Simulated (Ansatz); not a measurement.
**TaN: stress in a strained cell**

TaN is deformed so: equal xy, yz and zx engineering shear strains of +1 %. What stress and forces result, by LAPW, PAW and all-electron datasets made for the crystal?

Computed with Ansatz 0.2.0 (DFT LDA, scalar-relativistic, unless a step's input says otherwise).

### 1 The starting structure

The structure is hexagonal, space group P-6m2 (No. 187). Conventional cell: a = 2.938 Å, b = 2.938 Å, c = 2.883 Å, α = 90.00°, β = 90.00°, γ = 120.00°. Ta (site symmetry -6m2) has 6 N at 2.23 Å as nearest neighbours. Around N (site symmetry -6m2) lie 6 Ta at 2.23 Å.

Structure file:

```cif
data_structure
_symmetry_space_group_name_H-M 'P-6m2'
_symmetry_Int_Tables_number 187
_cell_length_a 2.9380
_cell_length_b 2.9380
_cell_length_c 2.8830
_cell_angle_alpha 90.000
_cell_angle_beta 90.000
_cell_angle_gamma 120.000
_cell_volume 21.55
loop_
_atom_site_label
_atom_site_type_symbol
_atom_site_symmetry_multiplicity
_atom_site_Wyckoff_symbol
_atom_site_fract_x
_atom_site_fract_y
_atom_site_fract_z
_atom_site_occupancy
Ta1 Ta 1 b 0.00000 0.00000 0.50000 1
N1 N 1 e 0.66667 0.33333 0.00000 1
```

The file gives the conventional cell by its symmetry; the runs use the cell typed in the input.

Atoms are numbered in the order of the input: Ta1, N2.

### 2 The deformed structure

Space group P-6m2 before, P1 after.

### 3 All-electron LAPW

input.yaml

```yaml
crystal:
  lattice:
    - [2.9379988584, 0.0146899943, 0.0146899943]
    - [-1.456277521, 2.5370366506, 0.0053769111]
    - [0.014415, 0.014415, 2.883]
  atoms:
    - { symbol: Ta, position: [0.3333333333, 0.6666666667, 0.5] }
    - { symbol: "N", position: [0.0, 0.0, 0.0] }
kpoints:
  mp_grid: { grid: [12, 12, 10] }
  band_path:
    path:
      - [0.0, 0.0, 0.0]
      - [0.0, -0.5, 0.0]
      - [0.0, 0.0, 0.5]
      - [0.0, 0.0, 0.0]
      - [-0.5, 0.0, 0.0]
      - [-0.5, 0.5, -0.5]
      - [0.0, 0.0, 0.0]
      - [-0.5, 0.0, -0.5]
      - [-0.5, 0.5, 0.0]
    npoints: 5
scf:
  occupations: { method: fermi_dirac, width: 0.02 }
hamiltonian:
  xc: lda
  pseudopotentials: { kind: all_electron, lapw: { basis_error: 0.00025 } }
output:
  forces: true
  stress: true
  eigenvalues: true
```

Started as:

```console
> ansatz run input.yaml --threads 1 --pin off --max-ram 3072MiB --backend cpu --events-out ev --progress --plain --runs-dir out
```

The program printed, cut to the lines that bear on the results:

```text
LAPW: plane waves up to 10.394 Å⁻¹, error target 2.5e-4 eV per atom; small_component_spin mean_spin; N in spheres of 0.943 Å, 7 of its electrons in bands, Dirac shells []; Ta in spheres of 1.272 Å, 45 of its electrons in bands, Dirac shells []
[...]
Pseudopotentials: kind: all_electron
Pseudopotential: Ta, LAPW, valence charge 45, Koelling and Harmon's equation, gaussian nucleus
Pseudopotential: N, LAPW, valence charge 7, Koelling and Harmon's equation, gaussian nucleus
Functional definition: SPW92
[...]
Crystal: 2 atoms, lattice volume = 21.550 Å³
Basis set: ecut = 411.6176500968224 eV, 405 PW (Γ), exchange–correlation at level 2
Bands: 32, of which v1, the nominal top of the filled ones, is band 26 counted from 1 (25 counted from 0)
Symmetry: 1 space group operations
Space group: P1 (ITA 1), of the structure as read, at distance tolerance 2.8e-5 Å
k-points: 724 of 1440 (time reversal used)
[...]
SCF iter   1: F=—  HF=-425803.836736 eV  |F-HF|=—  |Δ(HF+E_count)|=         —  Δρ=1.17e-1  dr2=3.32e0  ethr=6.39e-3  ⟨swp⟩=2.0  Hψ=146403  notcnv=0
[...]
the basis was enlarged: its passes take 1.7 MiB over the memory plan, 1 of 1 planned eigensolver slots
[...]
SCF iter   8: F=-425802.445460 eV  HF=-425802.445460 eV  |F-HF|=1.66e-8  |Δ(HF+E_count)|=   1.42e-7  Δρ=7.08e-6  dr2=1.19e-8  ethr=6.29e-10  ⟨swp⟩=2.4  Hψ=69069  notcnv=0
[...]
NSCF: frozen V_eff on 41 k-points
SCF converged after 8 iterations
Free energy (F): -425802.445460 eV
[...]
E sigma→0 (E₀):  -425802.445391 eV
Entropy (-TS):   -0.000137 eV (-0.068 meV/atom)
Fermi energy:    25.133716 eV
[...]
--- Forces (eV/Å), atoms counted from 1 ---
  atom   1  Ta     0.00516436    -0.00027378    -0.00499072
  atom   2  N     -0.00516633     0.00027387     0.00499084
[...]
--- Stress (GPa, compression-positive) ---
      -10.974526      -2.134428      -2.328485
       -2.134428     -10.781935      -2.326471
       -2.328485      -2.326471     -12.453348
  P = ⅓ Tr σ = -11.4033 GPa (-114.033 kbar)
--- Band table (eV; the first three rows and the last of 724) ---
[...]
```

Run time: 5.2 min. Hardware: 1 thread of Arm Neoverse V2, shared host; peak memory 1.8 GiB.

Read from it: pressure -11.40 GPa; no gap; largest force 0.007 eV/Å.

### 4 PAW with frozen cores

input.yaml

```yaml
crystal:
  lattice:
    - [2.9379988584, 0.0146899943, 0.0146899943]
    - [-1.456277521, 2.5370366506, 0.0053769111]
    - [0.014415, 0.014415, 2.883]
  atoms:
    - { symbol: Ta, position: [0.3333333333, 0.6666666667, 0.5] }
    - { symbol: "N", position: [0.0, 0.0, 0.0] }
kpoints:
  mp_grid: { grid: [12, 12, 10] }
scf:
  occupations: { method: fermi_dirac, width: 0.02 }
hamiltonian:
  xc: lda
  pseudopotentials: { kind: paw }
output:
  forces: true
  stress: true
  eigenvalues: true
  efg: { contact_densities: true }
```

Started as:

```console
> ansatz run input.yaml --threads 1 --pin off --max-ram 3072MiB --backend cpu --events-out ev --progress --plain --runs-dir out
```

The program printed, cut to the lines that bear on the results:

```text
Ta: output.efg is read without spin–orbit coupling, which moves field gradients at and beside such atoms by some per cent and up to a factor of two; PAW files take it under magnetization.noncollinear and magnetization.spin_orbit
[...]
Pseudopotentials: kind: paw
Pseudopotential: Ta, paw, valence charge 13, recommended cutoff 420 eV (normal)
Pseudopotential: N, paw, valence charge 5, recommended cutoff 420 eV (normal)
[... 1 set-up line as earlier in the session ...]
[...]
Crystal: 2 atoms, lattice volume = 21.550 Å³
Basis set: ecut = 420 eV, 405 PW (Γ)
Bands: 13, of which v1, the nominal top of the filled ones, is band 9 counted from 1 (8 counted from 0)
[... 2 set-up lines as earlier in the session ...]
k-points: 724 of 1440 (time reversal used)
[...]
--- Forces (eV/Å), atoms counted from 1 ---
  atom   1  Ta     0.00548934    -0.00029985    -0.00503383
  atom   2  N     -0.00549128     0.00029966     0.00503759
[...]
--- Stress (GPa, compression-positive) ---
      -11.044670      -2.140722      -2.342772
       -2.140722     -10.852649      -2.341078
       -2.342772      -2.341078     -12.499753
  P = ⅓ Tr σ = -11.4657 GPa (-114.657 kbar)
--- PAW observables at the nuclei: V_zz in 10²¹ V/m², potentials from the cell's mean, atoms counted from 1 ---
  atom   1  Ta V_zz =    +6.680835   η = 0.1853   by run symmetry: allowed
            electrostatic potential = -14501.247533 V   contact ρ = 8123651.707955 e/Å³
  atom   2  N  V_zz =    +0.228928   η = 0.0366   by run symmetry: allowed
            electrostatic potential = -529.176933 V   contact ρ = 1390.373491 e/Å³
--- Band table (eV; the first three rows and the last of 724) ---
  k-point 0: bands = ["-48.5279", "-14.8722", "-14.6205", "-14.5986", "2.3170", "15.2440", "15.3674", "15.6760", "16.9639", "22.1653", "23.3359", "23.4553", "23.8192"]
[...]
```

Wall time 14 s (1 thread of Arm Neoverse V2, shared host); peak memory 0.55 GiB.

In short: pressure -11.47 GPa; no gap; largest force 0.007 eV/Å; Vzz Ta1 6.68 (η = 0.19), N2 0.23 (η = 0.04) (10²¹ V/m²).

### 5 Datasets made for this crystal

input.yaml: that of step 4 with these lines changed.

```diff
@@ -14,3 +14,3 @@
   xc: lda
-  pseudopotentials: { kind: paw }
+  pseudopotentials: { kind: all_electron, datasets: crystal }
 output:
```

Started as:

```console
> ansatz run input.yaml --threads 1 --pin off --max-ram 3072MiB --backend cpu --events-out ev --progress --plain --runs-dir out
```

The program printed, cut to the lines that bear on the results:

```text
[...]
band count auto-derived: 22 (N_el = 32.0; filled up to band 16; 20 by the electrons, moments and atoms)
Ta: output.efg is read without spin–orbit coupling, which moves field gradients at and beside such atoms by some per cent and up to a factor of two; PAW files take it under magnetization.noncollinear and magnetization.spin_orbit
[...]
[... 1 set-up line as earlier in the session ...]
Pseudopotential: Ta, paw, valence charge 27, recommended cutoff 480 eV (normal), Koelling and Harmon's equation, gaussian nucleus
Pseudopotential: N, paw, valence charge 5, recommended cutoff 480 eV (normal), Koelling and Harmon's equation, gaussian nucleus
[... 1 set-up line as earlier in the session ...]
[...]
Crystal: 2 atoms, lattice volume = 21.550 Å³
Basis set: ecut = 480 eV, 527 PW (Γ)
Bands: 22, of which v1, the nominal top of the filled ones, is band 16 counted from 1 (15 counted from 0)
[... 1 set-up line as earlier in the session ...]
[...]
  atom   1  Ta     0.00516203    -0.00027409    -0.00499099
  atom   2  N     -0.00517379     0.00027376     0.00499141
[...]
--- Stress (GPa, compression-positive) ---
      -10.973134      -2.134444      -2.328528
       -2.134444     -10.780501      -2.326506
       -2.328528      -2.326506     -12.451604
  P = ⅓ Tr σ = -11.4017 GPa (-114.017 kbar)
--- PAW observables at the nuclei: V_zz in 10²¹ V/m², potentials from the cell's mean, atoms counted from 1 ---
  atom   1  Ta V_zz =    +7.116280   η = 0.2004   by run symmetry: allowed
            electrostatic potential = -14495.123214 V   contact ρ = 8119518.792780 e/Å³
  atom   2  N  V_zz =    +0.223146   η = 0.0133   by run symmetry: allowed
            electrostatic potential = -527.122917 V   contact ρ = 1390.628889 e/Å³
--- Band table (eV; the first three rows and the last of 724) ---
  k-point 0: bands = ["-43.3290", "-9.6719", "-9.4270", "-9.4056", "4.8879", "4.9020", "4.9024", "4.9102", "4.9125", "4.9256", "4.9941", "7.5542", "20.4573", "20.5808", "20.8883", "22.1831", "27.3779", "28.5436", "28.6633", "29.0296"]
[...]
```

It took 3.1 min on 1 thread of Arm Neoverse V2, shared host; peak memory 2.8 GiB.

In short: pressure -11.40 GPa; no gap; largest force 0.007 eV/Å; Vzz Ta1 7.12 (η = 0.20), N2 0.22 (η = 0.01) (10²¹ V/m²).

### 6 Stress and forces compared

Stress (GPa, compression positive):

```csv
method,xx,yy,zz,yz,xz,xy
LAPW,-10.97,-10.78,-12.45,-2.33,-2.33,-2.13
PAW,-11.04,-10.85,-12.50,-2.34,-2.34,-2.14
crystal datasets,-10.97,-10.78,-12.45,-2.33,-2.33,-2.13
```

Forces (eV/Å):

```csv
atom,LAPW x,LAPW y,LAPW z,PAW x,PAW y,PAW z,crystal datasets x,crystal datasets y,crystal datasets z
Ta1,0.005,0.000,-0.005,0.005,0.000,-0.005,0.005,0.000,-0.005
N2,-0.005,0.000,0.005,-0.005,0.000,0.005,-0.005,0.000,0.005
```

| method | pressure (GPa) | largest force (eV/Å) | Vzz Ta1 (10²¹ V/m²) | Vzz N2 (10²¹ V/m²) | SCF cycles, all passes |
| --- | --- | --- | --- | --- | --- |
| LAPW | -11.40 | 0.007 | – | – | 8 |
| PAW | -11.47 | 0.007 | 6.68 | 0.23 | 6 |
| crystal datasets | -11.40 | 0.007 | 7.12 | 0.22 | 9 |

### 7 Outcome

| quantity | value |
| --- | --- |
| pressure | LAPW -11.40, PAW -11.47, crystal datasets -11.40 GPa |
| largest shear or deviatoric stress (LAPW) | 2.33 GPa |

In words: The largest part of the stress beyond the pressure is 2.33 GPa in size; the atoms are carried along and not relaxed. No run of the undeformed cell stands beside it, so the pressure holds what the given cell had before the change. PAW: stress within 0.07 GPa of LAPW. Crystal datasets: stress within 0.01 GPa of LAPW. Spin-orbit coupling is left out, though the cell holds Ta; in elements this heavy it can shift bands and gaps by tenths of an eV.
